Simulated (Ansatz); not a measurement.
**BN: a line through a two-coordinate scan**

The task here is to estimate one member of a computed series from the others.

Method: DFT PBEsol, scalar-relativistic, plane waves, PAW, in Ansatz 0.2.0.

9 further runs of the same task are left out: 9 set aside as unsound or not needed.

## The structure to begin with

Symmetry: P6_3/mmc, No. 194, hexagonal system. Conventional cell: a = 2.504 Å, b = 2.504 Å, c = 7.034 Å, α = 90.00°, β = 90.00°, γ = 120.00°. B (site symmetry -6m2) has 3 N at 1.45 Å as nearest neighbours. N (site symmetry -6m2) has 3 B at 1.45 Å as nearest neighbours.

Structure file:

```
B N
1.0
     2.50378    0.00000    0.00000
    -1.25189    2.16833    0.00000
     0.00000    0.00000    7.03410
B N
2 2
Direct
  0.33333 0.66667 0.25000
  0.66667 0.33333 0.75000
  0.33333 0.66667 0.75000
  0.66667 0.33333 0.25000
```

## What is varied

The energy is mapped over a normal mode and a strain (zone-centre modes of the cell shown) (x along [1 0 0], y along [1 2 0], z along [0 0 1] of the conventional cell).

The axes are (1) amplitude of mode 4 (33 cm⁻¹), largest displacement in the unstrained cell: 11 values from −0.434 Å; (2) strain +e along z and -e/2 along x and y: 7 values from −7.00 %.

Nothing else is relaxed (the pattern is fixed in fractional coordinates). Energies count from the relaxed high-symmetry cell. Points are written as (first, second).

The patterns, per unit of each coordinate (Å):

| atom | x1 | y1 | z1 |
| --- | --- | --- | --- |
| B1 | 1.000 | 0.000 | 0.000 |
| B2 | -1.000 | 0.000 | 0.000 |
| N3 | -1.000 | 0.000 | 0.000 |
| N4 | 1.000 | 0.000 | 0.000 |

The first run:

File input.yaml:

```yaml
crystal:
  lattice:
    - [2.5914083758, 0.0, 0.0]
    - [-1.2957041879, 2.244225485, 0.0]
    - [0.0, 0.0, 6.5417103196]
  atoms:
    - { symbol: B, position: [0.1599951578, 0.6666666667, 0.25] }
    - { symbol: B, position: [0.8400048422, 0.3333333333, 0.75] }
    - { symbol: "N", position: [0.5065873444, 0.6666666667, 0.75] }
    - { symbol: "N", position: [0.4934126556, 0.3333333333, 0.25] }
basis:
  ecutwfc: 520.0
kpoints:
  mp_grid: { grid: [12, 12, 4] }
hamiltonian:
  xc: pbesol
  pseudopotentials: { kind: paw, azcp: { folder: soft_1 } }
scf:
  occupations: { method: gaussian, width: 0.05 }
output:
  forces: true
  stress: true
  eigenvalues: true
```

The run is started by

```
$ ansatz run input.yaml --threads 1 --pin off --max-ram 2048MiB --backend cpu --events-out ev --progress --plain --runs-dir out
```

Steps of the session up to this table: Point (−0.434 Å, −7.00 %); Point (−0.434 Å, −4.67 %); Point (−0.434 Å, 0.00 %); The run at (−0.434 Å, 2.33 %); Point (−0.434 Å, 4.67 %); The run at (−0.434 Å, 7.00 %).

One of the session's tables, all rows but one given; the rest of the session is left out.

| strain +e along z and -e/2 along x and y (%) | energy (meV) | slope (meV per %) | pressure (GPa) | band gap on the k-mesh (eV) | largest force on an atom (eV/Å) |
| --- | --- | --- | --- | --- | --- |
| −7.00 | 314 | −82 | −21.1 | 2.98 | 0.098 |
| −4.67 | ? | ? | ? | ? | ? |
| −2.33 | 50 | −30 | −7.5 | 3.41 | 0.053 |
| 0.00 | 12 | −2 | 0.0 | 3.61 | 0.038 |
| 2.33 | 43 | 29 | 8.2 | 3.80 | 0.028 |
| 4.67 | 149 | 62 | 17.0 | 3.98 | 0.020 |
| 7.00 | 334 | 98 | 26.4 | 4.15 | 0.016 |

Estimate the missing values for strain +e along z and -e/2 along x and y (%) = −4.67.

Worked estimate for «energy (meV)». A straight line through the neighbours (−7.00, 314) and (−2.33, 50) gives 314 + (50 − 314) × (−4.67 − −7.00) / (−2.33 − −7.00) = 182; a parabola fitted to 3 rows on both sides gives 151.

The run gave: energy (meV): 153; slope (meV per %): −57; pressure (GPa): −14.6; band gap on the k-mesh (eV): 3.20; largest force on an atom (eV/Å): 0.072. In «energy (meV)» the line misses by +29 and the parabola by -2.

Energies count from the relaxed high-symmetry cell. Rows without a step come from runs not printed here or follow by symmetry. Slopes come from the forces (and the stress, where the cell changes), not from differences of energies.

What this shows: Along the line the energy is lowest at 0.00 %, 12 meV from the zero.

Limits of these values: Warnings in the runs' records: pseudo functional mismatch.
